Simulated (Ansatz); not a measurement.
# Sn on Mg(0001), bridge start, 2x2 cell: photoemission fingerprints, part 3 of 5

What would XPS and UPS show for Sn on Mg(0001), bridge start, 2x2 cell?

Ansatz 0.2.0; DFT, PBE, plane-wave PAW, default files, scalar-relativistic (the session's first sound run).

So far, work function, upper face (eV): step 2 (the clean face) 3.76; step 3 (relaxation) 4.36.

### 4. Bands by layer (continued)

A(k,E), top over k along the path and E. Zero: Fermi level.

Ten even steps from '_' (0.00 eV⁻¹) to '@' (1.20 eV⁻¹), each cell a mean:
```
++--======::......::==::::::::--....::::++::::--==::--++--++
--==++--==::....::......::..________..--::::::--::--==--**==
++++==##--..::--::__________....::::..::--::......::--======
--==**--::..____..::--::....::::........::--------::--------
##**++==........__....::==--........::::----::::::::::==**##
**##++..::..__......________....______..::::--::::::------++
%%==..::..::::..____......____....::::::----::------====**%%
%%++::..::..::::::::..____....::::::::::::====--====--**####
..--==..::--....::::----------::..____..--::++##**%%@@**--..
....::--....--..____........____..::::::__::--****==----....
__..--..--..__::::..________....::::....--::------::..______
____..--..--__....::----::::--::..____::::::::______________
______::::..==____________________..--::..::________________
________::::__--::______________..--::..--__________________
__________::::__::----::....::--::__..::..__________________
__________....::______::::::..____..::..____________________
____________....::..____________::::..______________________
__________________........::....____________________________
____________________________________________________________
____________________________________________________________
......::::--==++**##############**++==--::..................
________________________..__________________________________
```
Columns: k along the path (Å⁻¹) from 0 to 3.11; rows upwards: E (eV) from -7.7 to 3.49.

A(k,E), middle over k along the path and E. Zero: Fermi level.

Ten even steps from '_' (0.00 eV⁻¹) to '@' (2.14 eV⁻¹), each cell a mean:
```
::::::::::::________________________::..::__..........--::::
::----..--::__________________________::............::::--::
==--::++==____..______________________::......____....::::==
..::--++..____________________________................::....
::::==..________________....____________--::........::----::
::====__________________________________....::......::::--::
==**....____..______________________..........::::::....::--
@@..____..____......__________......______::..........::--@@
..::..____..________....::......________..__::::::::::--**..
______..____..______________________....__..--::::--##++____
__....__..____....______________....____......####++..______
____::..__..______..............______......--______________
______--..__..______________________....__::..______________
________--____....________________....__::..________________
________..::..__..::....____..::..____..::__________________
__________::....______......________..--____________________
____________--..::..____________....::..____________________
______________--....::::::::::..__--..______________________
________________::--__________::--__________________________
____________________::------::..____________________________
____________________________________________________________
____________________________________________________________
```
Columns: k along the path (Å⁻¹) from 0 to 3.11; rows upwards: E (eV) from -7.7 to 3.49.

A(k,E), bottom over k along the path and E. Zero: Fermi level.

Ten even steps from '_' (0.00 eV⁻¹) to '@' (2.11 eV⁻¹), each cell a mean:
```
----==::==--..__..::----::::----..__::::--..::::--::::++::::
----==--**--..__________....______....--..::::==------::++--
==----@@++__..::::______________......::::......::::::::--==
::--##++..________::::..____::::..____..::::::----::::--::::
::--==..__......____..::--::....__......++==::::..::::--==::
==**==......____________________________..----..::::----====
%%**....__....____________________..::::....::------::..==##
%%::......__..::::..__________..::::..__..--::......::****%%
..--::....::______..::::::::::..______......------****==++..
__......____::____________________..::::__..::++++==**==____
__..::__..____::::..__________..::::..__....::**++==________
____::--__::____..--------------..____....::--______________
______--::__::______________________::....--..______________
________--..__::..______________..::....--..________________
________..--::__..::::..__..::::::__..::::__________________
__________::::::______..::....____..::--____________________
____________::..--::__________..::::::..____________________
______________--::::----------::..--..______________________
________________::--..________::--__________________________
____________________--======--..____________________________
____________________________________________________________
____________________________________________________________
```
Columns: k along the path (Å⁻¹) from 0 to 3.11; rows upwards: E (eV) from -7.7 to 3.49.

Peaks of A(k,E) at the labelled points: for each region the eleven nearest the zero at most, each over 6 % of that point's highest, less those above the energy where the solved bands run out; weight and spread sum the levels within three half widths or 0.3 eV, so near peaks share levels. Peaks of the spectral function, the first 40 of 130 rows:

```csv
point,weight on,E (eV),A (1/eV),weight near the peak,rms spread of levels (eV)
K,total,-0.28,12.87,3.411,0.093
K,total,-0.12,5.038,3.411,0.093
K,total,0.22,3.945,2.501,0.172
K,total,0.42,9.021,2.641,0.1
K,total,1.28,6.38,1.072,0.015
K,total,1.86,3.565,1.251,0.127
K,total,2.12,5.272,1.832,0.159
K,total,2.26,4.355,1.578,0.148
K,total,2.54,1.957,0.836,0.125
K,total,2.92,4.379,1.19,0.086
K,total,3.1,4.124,1.775,0.171
K,top,-1.48,0.443,0.085,0.026
K,top,-1.12,0.285,0.04,0
K,top,-0.34,1.806,0.61,0.108
K,top,-0.28,1.95,0.61,0.108
K,top,-0.1,1.054,0.61,0.108
K,top,0.22,1.945,0.672,0.174
K,top,0.48,2.302,0.806,0.132
K,top,1.28,3.017,0.512,0.015
K,top,1.86,1.074,0.265,0.127
K,top,2.12,0.886,0.467,0.178
K,top,2.26,1.407,0.362,0.131
K,middle,-0.26,6.406,1.503,0.075
K,middle,0.22,0.688,0.475,0.183
K,middle,0.46,1.934,0.53,0.095
K,middle,1.28,1.724,0.289,0.015
K,middle,1.86,1.053,0.412,0.124
K,middle,2.12,1.869,0.634,0.153
K,middle,2.26,1.634,0.564,0.141
K,middle,2.54,0.611,0.3,0.119
K,middle,2.92,1.219,0.373,0.086
K,middle,3.1,1.439,0.536,0.164
K,middle,3.34,1.136,0.455,0.199
K,bottom,-0.28,4.62,1.296,0.101
K,bottom,-0.1,2.42,1.296,0.101
K,bottom,0.22,1.31,1.353,0.165
K,bottom,0.42,5.687,1.305,0.074
K,bottom,1.28,1.637,0.271,0.015
K,bottom,1.86,1.435,0.574,0.124
K,bottom,2.12,2.514,0.73,0.148
```

The DOS has structure finer than the step of the table below, so its rows give means over 1 eV, whole bins alone (the curve runs from -23.0 to 4.22 eV). Peaks (eV: height): total -21.0: 36.1, -7.0: 5.76, -0.9: 10.0, 1.2: 12.3; Mg 3s -4.0: 7.02, -2.9: 5.72, -2.2: 5.31, -1.8: 6.16; Mg 3p* -0.1: 5.73, 1.2: 8.26, 1.7: 9.00, 2.3: 8.82; Sn 5p -1.9: 1.06, -0.4: 2.18, 0.4: 1.37, 1.3: 1.22; Sn 5s -7.0: 3.99.

* holds the states left over by the projection beside any projected weight of its own. The DOS by E, zero at the Fermi level; means over each step; values in states/eV/cell:

```csv
E (eV),total,Mg 3s,Mg 3p*,Sn 5p,Sn 5s,Sn 4d
-22,5.8e-5,0,0,0,0,5.8e-5
-21,10.00,0.00237,0,1.2e-4,8.8e-6,10.00
-20,5.6e-4,0,0,0,0,5.6e-4
-19,0,0,0,0,0,0
-18,0,0,0,0,0,0
-17,0,0,0,0,0,0
-16,0,0,0,0,0,0
-15,0,0,0,0,0,0
-14,0,0,0,0,0,0
-13,0,0,0,0,0,0
-12,0,0,0,0,0,0
-11,0,0,0,0,0,0
-10,0,0,0,0,0,0
-9,0,0,0,0,0,0
-8,1.5e-4,6.1e-5,0,3.9e-6,8.7e-5,0
-7,2.07,0.619,0.00979,0.0519,1.38,1.3e-4
-6,1.67,1.57,0.0114,7.1e-4,0.0846,0
-5,3.26,3.06,0.0589,0.0124,0.126,1.1e-4
-4,4.43,4.01,0.219,0.0674,0.137,2.7e-4
-3,5.14,4.33,0.516,0.202,0.0869,4.2e-4
-2,6.84,4.81,1.32,0.615,0.0897,4.9e-4
-1,8.04,3.28,3.35,1.38,0.0323,3.1e-4
0,8.66,2.12,5.09,1.44,0.00863,1.5e-4
1,8.25,2.24,5.19,0.815,0.00448,1.4e-4
2,9.80,1.64,7.71,0.445,0.00669,1.3e-4
3,10.1,1.14,8.53,0.368,0.00909,1.4e-4
```

Simulated valence spectra by photon energy, shown to 13 eV, since a deeper line would dwarf them at some energies; the 100 % can be that line's tail at the edge; this run's widths, added to any smearing of the DOS itself: Gaussian 0.3 eV, Lorentzian 0.2 eV. The intensity by binding energy, zero at the Fermi level; values in % of the maximum within 13 eV:

```csv
binding energy (eV),21.2 eV,60 eV,400 eV,1486.7 eV,9251.7 eV
-1.0,2.40,2.90,2.10,1.78,0.734
-0.5,5.95,5.48,4.57,3.92,1.64
0.0,48.0,35.6,33.0,28.3,11.9
0.5,99.9,61.1,61.8,56.2,24.4
1.0,98.0,71.9,74.4,65.1,27.5
1.5,69.8,64.0,67.8,57.1,24.0
2.0,67.0,74.6,77.0,63.4,27.0
2.5,45.4,63.8,64.8,51.4,21.5
3.0,40.2,65.2,65.5,51.0,21.0
3.5,29.8,53.9,54.0,42.3,18.6
4.0,32.6,64.5,65.7,51.4,23.2
4.5,18.5,37.6,39.0,30.6,13.8
5.0,18.5,39.0,41.5,33.0,15.6
5.5,14.3,31.7,35.0,28.7,14.9
6.0,8.68,20.7,22.8,19.3,10.9
6.5,6.32,29.2,29.9,28.3,24.4
7.0,11.9,95.5,95.3,95.2,95.1
7.5,2.00,15.0,13.0,12.6,11.9
8.0,0.645,5.60,3.29,3.03,2.42
8.5,0.413,4.50,1.97,1.72,1.14
9.0,0.309,4.29,1.51,1.27,0.698
9.5,0.247,4.35,1.31,1.06,0.487
10.0,0.204,4.55,1.22,0.965,0.370
10.5,0.173,4.86,1.19,0.923,0.298
11.0,0.150,5.25,1.21,0.918,0.251
11.5,-,5.74,1.25,0.940,0.220
12.0,-,6.33,1.32,0.985,0.200
12.5,-,7.04,1.43,1.05,0.187
```

Maxima picked by a test of local sharpness, so broad peaks and shoulders can be missing; peaks within 0.45 eV of a curve's cut are left out. Valence peaks, by row:

```csv
photon energy (eV),binding energy (eV),height (% of the maximum within 13 eV),main shell,its share (%)
21.2,6.95,12.41,Mg 3s,63.2
21.2,4.8,20.89,Mg 3s,92.3
21.2,3.95,33.33,Mg 3s,84.03
21.2,1.8,72.29,Sn 5p,60.49
21.2,0.85,99.95,Sn 5p,79.98
21.2,0.5,100,Sn 5p,86.15
60,21,24146,Sn 4d,100
60,6.95,100,Sn 5s,75.45
60,4.8,42.44,Mg 3s,84
60,3.95,65.48,Mg 3s,83.91
60,2.9,66.46,Mg 3s,83.1
60,1.85,75.89,Mg 3s,71.92
60,0.95,72.46,Mg 3s,50.71
400,21,4321,Sn 4d,100
400,6.95,100,Sn 5s,82.09
400,4.8,45.05,Mg 3s,88.21
400,3.95,66.71,Mg 3s,86.4
400,2.9,67.04,Mg 3s,85.42
400,1.85,79.17,Mg 3s,72.81
400,1,74.65,Mg 3s,54.78
1487,21,3085,Sn 4d,100
1487,6.95,100,Sn 5s,87.5
1487,4.8,35.36,Mg 3s,84.59
1487,3.95,52.12,Mg 3s,82.1
1487,2.9,52.36,Mg 3s,80.9
1487,1.85,65.69,Mg 3s,65.31
1487,1,65.27,Sn 5p,48.26
9252,21,243.4,Sn 4d,99.98
9252,6.95,100,Sn 5s,95.83
9252,5.3,16.09,Mg 3s,51.02
9252,4,23.45,Mg 3s,63.22
9252,2.85,21.71,Mg 3s,67.38
9252,1.85,28.04,Mg 3s,53.42
9252,1.05,27.62,Sn 5p,53.67
```

The planar mean, electrostatic potential oscillates, so the rows of the table below give means over windows of 1 Å about each position, cut where the curve ends. Its maxima inside the range that stand out by 2 % of the span (Å: eV): 8.8: 0.948, 11.5: 0.966, 14.1: 0.996, 17.5: 2.13. Its minima: 7.5: -11.8, 10.1: -11.8, 12.7: -11.8, 15.3: -10.1, 17.9: 1.75.

From the Fermi level. Planar mean, electrostatic potential against z; means over each step:

```csv
z (Å),"planar mean, electrostatic potential (eV)"
0,4.01
1,3.84
2,3.76
3,3.76
4,3.75
5,3.58
6,2.25
7,-5.65
8,-5.54
9,-0.142
10,-9.00
11,-1.20
12,-3.26
13,-7.61
14,0.320
15,-6.67
16,-4.25
17,0.982
18,2.15
19,3.93
20,4.32
21,4.35
22,4.36
23,4.36
24,4.27
```

The intensity, Mg L2,3 has structure finer than the step of the table below, so its rows give means over 0.5 eV, whole bins alone (the curve runs from -23.0 to 1.43 eV). Peaks (eV: height): -4.78: 66.7, -3.98: 99.7, -2.88: 90.1, -1.88: 92.1.

Shapes are the site's partial DOS without matrix elements, which overweights lines from ligand s bands. Table of intensity, Mg L2,3 by emission energy less the core level's binding energy, zero at the Fermi level; means over each step:

```csv
emission energy less the core level's binding energy (eV),"intensity, Mg L2,3 (% of the unpolarised maximum)"
-21.5,0.00609
-21.0,0.0699
-20.5,0.00806
-20.0,2.4e-4
-19.5,2.5e-4
-19.0,2.6e-4
-18.5,2.8e-4
-18.0,3.0e-4
-17.5,3.2e-4
-17.0,3.5e-4
-16.5,3.8e-4
-16.0,4.1e-4
-15.5,4.4e-4
-15.0,4.8e-4
-14.5,5.3e-4
-14.0,5.8e-4
-13.5,6.5e-4
-13.0,7.2e-4
-12.5,8.1e-4
-12.0,9.2e-4
-11.5,0.00105
-11.0,0.00122
-10.5,0.00143
-10.0,0.00172
-9.5,0.00211
-9.0,0.00270
-8.5,0.00368
-8.0,0.00657
-7.5,1.59
-7.0,15.8
-6.5,14.6
-6.0,25.9
-5.5,43.4
-5.0,55.3
-4.5,50.1
-4.0,84.6
-3.5,66.4
-3.0,83.2
-2.5,78.7
-2.0,88.4
-1.5,71.5
-1.0,62.7
-0.5,36.6
0.0,19.7
0.5,0.226
1.0,0.00774
```

Window up to 4.2 eV. Shell moments, by row:

```csv
element,shell,occupied states an atom,centre of occupied part (eV),rms width of occupied part (eV),centre up to the window's top (eV),rms width up to the window's top (eV)
Sn,5s,1.947,-6.056,1.625,-5.936,1.904
Sn,5p,3.146,-1.273,1.171,-0.04968,1.814
Sn,4d,9.999,-20.98,0.2687,-20.98,0.3239
Mg,3s,1.419,-3.126,1.702,-1.972,2.625
Mg,3p*,0.5067,-1.112,1.01,1.83,1.864
```

Broadened DOS, unweighted empty DOS against E, zero at the Fermi level; read off at these points:

E (eV), broadened DOS, unweighted empty DOS (states/eV/cell) and a bar:
```
    -0.93        0.0 
    -0.72        0.0 
    -0.53        0.1 
    -0.23        1.2 ###
    -0.03        3.6 #########
     0.17        6.5 ################
     0.38        7.7 ###################
     0.57        7.3 ##################
     0.88        7.4 ##################
     1.07        9.0 ######################
     1.27        9.7 ########################
     1.48        9.5 #######################
     1.68        9.6 #######################
     1.88        9.7 ########################
     2.17        9.9 ########################
     2.38        9.8 ########################
     2.58        9.4 #######################
     2.77        9.5 #######################
     2.98       10.0 ########################
     3.27       11.0 ###########################
     3.48       11.8 #############################
     3.67       12.4 ##############################
```

Recipe: projected DOS times atomic cross section and asymmetry factor (linear light, 10° from the polarisation), occupied states only, Fermi edge at 300 K, a Lorentzian width of 0.2 eV growing by 0 eV per eV of binding energy, and a resolution of 0.3 eV. Each atom is damped by exp[−depth/(λ cos θ)], θ = 30° from the normal, λ from the universal curve. Curves are cut 10 eV under the photon energy, above any shell that the free atom's threshold puts out of reach, or at the lower edge of the window: 11.2 eV at 21.2 eV, 23 eV at 60 eV, 23 eV at 400 eV, 23 eV at 1486.7 eV and 23 eV at 9251.7 eV. A star in tables and legends marks shells that hold the states left over by the projection (17.6 % of the filled ones), a stand-in for orbitals that the files don't project on. Matrix elements of the solid and inelastic losses aren't modelled, nor non-dipole terms, which matter above 3 keV.

How the area divides among the shells (%):

```csv
shell,21.2 eV,60 eV,400 eV,1486.7 eV,9251.7 eV
Sn 5s,0.0,0.5,2.4,3.5,25.7
Sn 5p,56.3,0.2,1.8,3.1,10.0
Sn 4d,0.0,97.4,86.6,84.4,44.1
Mg 3s,42.3,1.6,8.6,8.8,20.2
```

(Part 3 of 5 ends here.)

[Logs are printed without paths, hosts, clocks, repeated set-up lines and the standing remarks that a program may print on its own settings, such as how far it seeks lower states.]

[Hosts, paths, dates, database ids (printed as entryN), source tags and the programs' standing remarks are cut or masked in the printed files.]

[Maps of the electrostatic potential energy from Ansatz leave out the sawtooth potential of an applied field or a dipole correction, so their vacuum need not be flat; work functions include it.]
